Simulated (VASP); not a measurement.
# C (P6_3/mmc) in VASP: further runs, part 2 of 2

VASP 6.6.1.

## (3) Relaxation of cell and atoms, PBE+D3(BJ)

This run uses another cell than the first one, of 8.77 Å³/atom, 1.003 times its volume.

Input file INCAR:

```
SYSTEM = C
PREC     = Accurate       ! precision mode
ENCUT    = 520            ! plane-wave cutoff, eV
EDIFF    = 1E-7           ! SCF threshold, eV
ISMEAR   = 0              ! smearing method
SIGMA    = 0.02           ! smearing width, eV
LREAL    = .False.        ! projectors in reciprocal space
LASPH    = .True.         ! aspherical terms in the spheres
NELM     = 60             ! most SCF steps
ALGO     = Fast           ! electronic algorithm
ISIF     = 3              ! what is computed and relaxed
LWAVE    = .False.        ! write WAVECAR
LCHARG   = .False.        ! write CHGCAR
GGA      = PE             ! functional
IVDW     = 12             ! dispersion correction
IBRION   = 2              ! ionic algorithm
NSW      = 80             ! ionic steps
EDIFFG   = -0.002         ! ionic threshold
KPAR     = 4
```

Input file KPOINTS:

```
Automatic mesh
0
Gamma
  6 6 2
  0 0 0
```

Input file POSCAR:

```
C                                       
1.0
    2.4673195020     -0.0000000000      0.0000000000
   -1.2336597510      2.1367613663     -0.0000000000
    0.0000000000      0.0000000000      6.6525753302
  C             
     4
Direct
     0.0000000000000000    0.0000000000000000    0.7500000000000000
     0.0000000000000000    0.0000000000000000    0.2500000000000000
     0.3333333300000021    0.6666666699999979    0.7500000000000000
     0.6666666699999979    0.3333333300000021    0.2500000000000000
```

Potentials or basis: VASP PAW PBE potentials, release 64 (C).

Run with:

```console
> cat potpaw_PBE.64/C/POTCAR > POTCAR
> mpirun -np 4 vasp_std > vasp.out
```

OUTCAR:

```text
SYSTEM = C
   PREC = Accurate
   ENCUT = 520
   EDIFF = 1E-7
   ISMEAR = 0
   LREAL = .False.
   LASPH = .True.
   NELM = 60
   ISIF = 3
   GGA = PE
   IVDW = 12
   IBRION = 2
   NSW = 80
   EDIFFG = -0.002
 IVDW          = 12

 ion  position               nearest neighbor table
   1  0.000  0.000  0.750-   3 1.42   3 1.42   3 1.42
   2  0.000  0.000  0.250-   4 1.42   4 1.42   4 1.42
   3  0.333  0.667  0.750-   1 1.42   1 1.42   1 1.42
   4  0.667  0.333  0.250-   2 1.42   2 1.42   2 1.42

  LATTYP: Found a hexagonal cell.
 ALAT       =     2.4673195020
 C/A-ratio  =     2.6962763942

  Lattice vectors:

 A1 = (   2.4673195020,   0.0000000000,   0.0000000000)
 A2 = (  -1.2336597510,   2.1367613663,   0.0000000000)
 A3 = (   0.0000000000,   0.0000000000,   6.6525753302)

Analysis of symmetry for initial positions (statically):
=====================================================================
 Subroutine PRICEL returns:
 Original cell was already a primitive cell.

 Routine SETGRP: Setting up the symmetry group for a
 hexagonal supercell.

 Subroutine GETGRP returns: Found 24 space group operations
 (whereof 12 operations were pure point group operations)
 out of a pool of 24 trial point group operations.

The static configuration has the point symmetry D_3d.
 The point group associated with its full space group is D_6h.

Analysis of symmetry for dynamics (positions and initial velocities):
=====================================================================
 Subroutine PRICEL returns:
 Original cell was already a primitive cell.

 Routine SETGRP: Setting up the symmetry group for a
 hexagonal supercell.

 Subroutine GETGRP returns: Found 24 space group operations
 (whereof 12 operations were pure point group operations)
 out of a pool of 24 trial point group operations.

The dynamic configuration has the point symmetry D_3d.
 The point group associated with its full space group is D_6h.

 Subroutine INISYM returns: Found 24 space group operations
 (whereof 12 operations are pure point group operations),
 and found     1 'primitive' translations

----------------------------------------------------------------------------------------

                                     Primitive cell

  volume of cell :      35.0729

  direct lattice vectors                    reciprocal lattice vectors
     2.467319502  0.000000000  0.000000000     0.405298138  0.233998989  0.000000000
    -1.233659751  2.136761366  0.000000000     0.000000000  0.467997979  0.000000000
     0.000000000  0.000000000  6.652575330     0.000000000  0.000000000  0.150317727

  length of vectors
     2.467319502  2.467319501  6.652575330     0.467997978  0.467997979  0.150317727

  position of ions in fractional coordinates (direct lattice)
     0.000000000  0.000000000  0.750000000
     0.000000000  0.000000000  0.250000000
     0.333333330  0.666666670  0.750000000
     0.666666670  0.333333330  0.250000000

  ion indices of the primitive-cell ions
   primitive index   ion index
                 1           1
                 2           2
                 3           3
                 4           4

----------------------------------------------------------------------------------------

 KPOINTS: Automatic mesh

Automatic generation of k-mesh.
 Grid dimensions read from file:
 generate k-points for:    6    6    2

 Generating k-lattice:

  Cartesian coordinates                     Fractional coordinates (reciprocal lattice)
     0.067549690  0.038999832  0.000000000     0.166666667  0.000000000  0.000000000
     0.000000000  0.077999663  0.000000000     0.000000000  0.166666667  0.000000000
     0.000000000  0.000000000  0.075158863     0.000000000  0.000000000  0.500000000

  Length of vectors
     0.077999663  0.077999663  0.075158863

  Shift w.r.t. Gamma in fractional coordinates (k-lattice)
     0.000000000  0.000000000  0.000000000

 Subroutine IBZKPT returns following result:
 ===========================================

 Found     14 irreducible k-points:

 Following reciprocal coordinates:
            Coordinates               Weight
  0.000000  0.000000  0.000000      1.000000
  0.166667  0.000000  0.000000      6.000000
  0.333333 -0.000000  0.000000      6.000000
  0.500000  0.000000  0.000000      3.000000
  0.166667  0.166667  0.000000      6.000000
  0.333333  0.166667  0.000000     12.000000
  0.333333  0.333333  0.000000      2.000000
  0.000000  0.000000  0.500000      1.000000
  0.166667  0.000000  0.500000      6.000000
  0.333333 -0.000000  0.500000      6.000000
  0.500000  0.000000  0.500000      3.000000
  0.166667  0.166667  0.500000      6.000000
  0.333333  0.166667  0.500000     12.000000
  0.333333  0.333333  0.500000      2.000000
   k-points           NKPTS =     14   k-points in BZ     NKDIM =     14   number of bands    NBANDS=     12
   number of dos      NEDOS =    301   number of ions     NIONS =      4
   total plane-waves  NPLWV =  16200
   dimension x,y,z NGX =    18 NGY =   18 NGZ =   50
   dimension x,y,z NGXF=    36 NGYF=   36 NGZF=  100
   ions per type =               4
   NGX,Y,Z   is equivalent  to a cutoff of  12.13, 12.13, 12.49 a.u.
   NGXF,Y,Z  is equivalent  to a cutoff of  24.26, 24.26, 24.99 a.u.
 SYSTEM =  C
   PREC   = accura    normal or accurate (medium, high low for compatibility)
   ISTART =      0    job   : 0-new  1-cont  2-samecut
   ICHARG =      2    charge: 1-file 2-atom 10-const
   ISPIN  =      1    spin polarized calculation?
   LNONCOLLINEAR =      F non collinear calculations
   LSORBIT =      F    spin-orbit coupling
   LASPH  =      T    aspherical Exc in radial PAW
   ENCUT  =  520.0 eV  38.22 Ry    6.18 a.u.   4.59  4.59 12.37*2*pi/ulx,y,z
   NELM   =     60;   NELMIN=  2; NELMDL= -5     # of ELM steps
   EDIFF  = 0.1E-06   stopping-criterion for ELM
   LREAL  =      F    real-space projection
   EDIFFG = -.2E-02   stopping-criterion for IOM
   NSW    =     80    number of steps for IOM
   IBRION =      2    ionic relax: 0-MD 1-quasi-New 2-CG
   NFREE  =      1    steps in history (QN), initial steepest desc. (CG)
   ISIF   =      3    stress and relaxation
   ISYM   =      2    0-nonsym 1-usesym 2-fastsym
   POTIM  = 0.5000    time-step for ionic-motion
   TEBEG  =    0.0;   TEEND  =   0.0 temperature during run
   PSTRESS=    0.0 pullay stress
   NELECT =      16.0000    total number of electrons
   NUPDOWN=      -1.0000    fix difference up-down
   EMIN   =  10.00;   EMAX   =-10.00  energy-range for DOS
   EFERMI =   0.00;   METHOD = LEGACY
   ISMEAR =     0;   SIGMA  =   0.02  broadening in eV -4-tet -1-fermi 0-gaus
   EFERMI_NEDOS =   21; number of points for ismear=-14 and -15
   IALGO  =     68    algorithm
   IMIX   =      4    mixing-type and parameters
     AMIX     =   0.40;   BMIX     =  1.00
     AMIX_MAG =   1.60;   BMIX_MAG =  1.00
  volume/ion in A,a.u.               =       8.77        59.17
  Fermi-wavevector in a.u.,A,eV,Ry     =   1.260253  2.381533 21.609286  1.588238
  Thomas-Fermi vector in A             =   2.393772
   LORBIT       =      0    0 simple, 1 ext, 2 COOP (PROOUT), +10 PAW based schemes
   GGA     = PE    functional components
   LHFCALC =     F    Hartree Fock is set to
   AEXX    =    0.0000 exact exchange contribution
   IVDW    =    12    specifies the selected vdW correction
   LEPSILON=     F    determine dielectric tensor
   LRPA    =     F    only Hartree local field effects (RPA)
 conjugate gradient relaxation of ions
 non-spin polarized calculation
 RMM-DIIS sequential band-by-band and
 Gauss-broadening in eV      SIGMA  =   0.02
  energy-cutoff  :      520.00
  volume of cell :       35.07
 maximum number of plane-waves:       967
   NGX =  9   NGY =  9   NGZ = 25

--------------------------------------- Ionic step        1  -------------------------------------------

 number of electron      15.9999993 magnetization

 Free energy of the ion-electron system (eV)
  ---------------------------------------------------
  ext. energy  EPLUGINS =         0.00000000
  ---------------------------------------------------
  free energy    TOTEN  =       -36.75162890 eV

  energy without entropy =      -36.75047020  energy(sigma->0) =      -36.75104955

------------------------ aborting loop because EDIFF is reached ----------------------------------------

 Edisp (eV)   -0.63162

 E8    (eV) :    -0.1792
[... 75 lines left out ...]
--------------------------------------- Ionic step        3  -------------------------------------------

 number of electron      15.9999993 magnetization

 Free energy of the ion-electron system (eV)
  ---------------------------------------------------
  ext. energy  EPLUGINS =         0.00000000
  ---------------------------------------------------
  free energy    TOTEN  =       -36.75158150 eV

  energy without entropy =      -36.75042315  energy(sigma->0) =      -36.75100232

 E-fermi :   4.7293     XC(G=0): -10.3786

 val. band max:        4.7292324222   @ k =   0.3333   0.3333   0.5000
 cond. band min:       4.7478586056   @ k =   0.3333   0.3333   0.5000
 fundamental gap:      0.0186261834
 Fermi energy:         4.7292772668

 k-point     1 :       0.0000    0.0000    0.0000
  band No.  band energies     occupation
      1     -14.9028      2.00000
      2     -14.5815      2.00000
      3      -3.7959      2.00000
      4      -1.7393      2.00000
      5       1.7190      2.00000
      6       1.7190      2.00000
      7       1.7392      2.00000
      8       1.7392      2.00000
      9       9.1075      0.00000
     10      13.0399      0.00000
     11      13.0415      0.00000
     12      13.0959      0.00000
[... 228 lines left out ...]
  FREE ENERGIE OF THE ION-ELECTRON SYSTEM (eV)
  ---------------------------------------------------
  free  energy   TOTEN  =       -37.3832434570 eV

  energy  without entropy=      -37.3820851137  energy(sigma->0) =      -37.38266429

 reached required accuracy - stopping structural energy minimisation
```

Wall time 8.4 s (4 MPI ranks of AMD EPYC 7R13 (Zen 3), shared host); peak memory 0.12 GiB.

Results:

```
Free energy                            : -37.3832 eV
Relaxed volume                         : 8.77 Å³/atom
Relaxed cell                           : a = 2.467 Å, b = 2.467 Å, c = 6.652 Å, α = 90.00°, β = 90.00°, γ = 120.00°
Space group after relaxing (to 0.05 Å) : P6_3/mmc (No. 194)
Energy gained by relaxing              : 0.0 meV/atom
Ionic steps                            : 3
Pressure after relaxing                : 0.0 GPa
Band gap on the k mesh                 : none (metal or under the smearing width)
Dispersion energy per atom             : -0.158 eV
```

Final structure:
```
C
1.0
     2.46725    0.00000    0.00000
    -1.23362    2.13670    0.00000
     0.00000    0.00000    6.65221
C
4
Direct
  0.00000 0.00000 0.75000
  0.00000 0.00000 0.25000
  0.33333 0.66667 0.75000
  0.66667 0.33333 0.25000
```

Caveat: the k mesh is coarse (spacing up to 0.49 Å⁻¹), so the values aren't converged.

## (4) Vibrations by finite differences, PBE+D3(BJ)

This run uses another cell than the first one, of 8.77 Å³/atom, 1.003 times its volume.

Input file INCAR:

```
  PREC = Accurate
  ENCUT = 520
  EDIFF = 1E-8
  ISMEAR = 0
  SIGMA = 0.02
  LREAL = F
  LASPH = T
  NELM = 60
  ALGO = Fast
  ISIF = 2
  LWAVE = F
  LCHARG = F
  GGA = PE
  IVDW = 12
  IBRION = 6
  NFREE = 2
  POTIM = 0.015
  NSW = 1
  KPAR = 4
```

Input file KPOINTS:

```
regular mesh
0
Gamma
  6 6 2
```

POSCAR: that of step 3 with these lines changed.

```diff
@@ -2,5 +2,5 @@
 1.0
-    2.4673195020     -0.0000000000      0.0000000000
-   -1.2336597510      2.1367613663     -0.0000000000
-    0.0000000000      0.0000000000      6.6525753302
+    2.4672479545      0.0000000000      0.0000000000
+   -1.2336239772      2.1366994043      0.0000000000
+    0.0000000000      0.0000000000      6.6522054750
   C
```

Run with:

```console
> cat potpaw_PBE.64/C/POTCAR > POTCAR
> mpirun -np 4 vasp_std > vasp.out
```

It took 35 s on 4 MPI ranks of AMD EPYC 7R13 (Zen 3), shared host; peak memory 0.15 GiB.

It converged, with:

| Property | Result |
| --- | --- |
| Highest phonon frequency at Γ | 1147 cm⁻¹ |
| Most unstable mode | 265i cm⁻¹ |
| Dispersion energy per atom | -0.158 eV |

Phonon frequencies in cm⁻¹ (negative: imaginary):
```tsv
q point	frequencies
(0.000, 0.000, 0.000)	-265 -125 -125 -1 -1 0 784 866 1141 1141 1147 1147
```

Caveat: the k mesh is coarse (spacing up to 0.49 Å⁻¹), so the values aren't converged; some modes are imaginary.
